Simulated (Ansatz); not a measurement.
## Molecular dynamics of WC

Input:

```yaml
accuracy: low
crystal:
  lattice:
    - [-3.032537, -5.252509, 0.0]
    - [4.548806, -2.626254, 0.0]
    - [0.0, 0.0, 5.928456]
  atoms:
    - { symbol: W, position: [0.67639824, 0.46889368, 0.00156495] }
    - { symbol: C, position: [0.45842664, 0.63143269, 0.25164913] }
    - { symbol: W, position: [0.72058068, 0.49361014, 0.50781619] }
    - { symbol: C, position: [0.47763949, 0.69326684, 0.76003035] }
    - { symbol: W, position: [0.50069481, -0.031445, 0.00292577] }
    - { symbol: C, position: [0.22426683, 0.1248902, 0.26189073] }
    - { symbol: W, position: [0.45761245, -0.01069634, 0.52086343] }
    - { symbol: C, position: [0.21582837, 0.16656877, 0.75953745] }
    - { symbol: W, position: [0.18894954, 0.50755982, -0.01033928] }
    - { symbol: C, position: [-0.01863212, 0.71833304, 0.24145598] }
    - { symbol: W, position: [0.24301626, 0.49590658, 0.51561586] }
    - { symbol: C, position: [-0.01996645, 0.64180443, 0.7125926] }
    - { symbol: W, position: [-0.02906394, 0.01578528, 0.00510716] }
    - { symbol: C, position: [0.72433712, 0.16524248, 0.27611558] }
    - { symbol: W, position: [-0.02629773, 0.00176503, 0.50484283] }
    - { symbol: C, position: [0.72008876, 0.17795892, 0.76240921] }
basis:
  ecutwfc: 420.0
kpoints:
  mp_grid: { grid: [2, 3, 2] }
hamiltonian:
  xc: pbe
  dispersion: d3bj
  pseudopotentials: { kind: paw, azcp: { folder: soft_1 } }
scf:
  occupations: { method: fermi_dirac, width: 0.17 }
  lower_state_search: "off"
md:
  timestep: 1
  n_steps: 400
  ensemble: nvt_langevin
  temperature: 1600.0
  initial_velocities: maxwell_boltzmann
  seed: 744612
  friction: 0.02
  temperature_schedule:
    - { n_steps: 300, end_temperature: 300.0 }
    - { n_steps: 100, end_temperature: 300.0 }
```

Launched with:

```bash
$ ansatz run input.yaml --threads 2 --pin off --max-ram 5120MiB --backend cpu --events-out ev --progress --plain --runs-dir out
```

It goes on from the last frame of an earlier run, with new velocities.

Output, in part (step lines):

```
md step     0: t =     0.00 fs  T =  1500.0 K (target 1600.0 K)  F+E_penalty+E_count = -85097.45027284 eV  E_kin = 3.102240 eV  (9 SCF iters)
[... lines left out ...]
```

The steps, from the saved trajectory:

```
time (fs)  T (K)  potential energy less start (eV)
        0   1500                             0.000
       13   1636                            -0.043
       26   1504                            -0.318
       39   1938                            -0.570
       52   1919                            -0.956
       65   1258                            -0.127
       78   1219                            -0.432
       91   1329                            -0.561
      104   1388                            -1.254
      117   1193                            -1.023
      130   1312                            -1.862
      143    915                            -1.485
      156   1328                            -2.207
      169    659                            -1.510
      182    676                            -1.390
      195    933                            -1.815
      208    776                            -1.704
      221    649                            -1.705
      234   1023                            -2.410
      247    612                            -2.113
      260    750                            -2.516
      273    380                            -2.357
      286    469                            -2.704
      299    424                            -2.812
      312    506                            -2.816
      325    531                            -2.970
      338    396                            -2.710
      351    410                            -2.807
      364    317                            -2.827
      377    331                            -2.879
      390    371                            -3.195
```

All steps were run. The schedule's set-point averaged 409 K over the second half and the system 531 K, so it lags behind the ramp. A run of 0.4 ps of so small a system gives no equilibrium averages. Limits of this set-up: coarse k mesh, low accuracy level.

Mean squared displacements from the first frame to the last, about the centre of mass: W 0.03 Å², C 0.04 Å².

Last frame:

```xyz
16
Lattice="-3.0325 -5.2525 0.0000 4.5488 -2.6263 0.0000 0.0000 0.0000 5.9285" Properties=species:S:1:pos:R:3
W -0.014 -4.905 -0.056
C 1.492 -4.111 1.493
W 0.035 -5.005 2.994
C 1.427 -4.186 4.359
W -1.503 -2.372 0.019
C 0.069 -1.423 1.508
W -1.489 -2.304 2.945
C 0.063 -1.558 4.404
W 1.499 -2.321 0.027
C 3.084 -1.482 1.412
W 1.557 -2.304 2.990
C 3.066 -1.444 4.444
W -0.011 0.279 0.029
C -1.555 -4.168 1.516
W 0.070 0.304 2.976
C -1.525 -4.116 4.463
```

Time of the run: 35 min on 2 threads of Arm Neoverse V1 (shared host), peak memory 0.71 GiB.
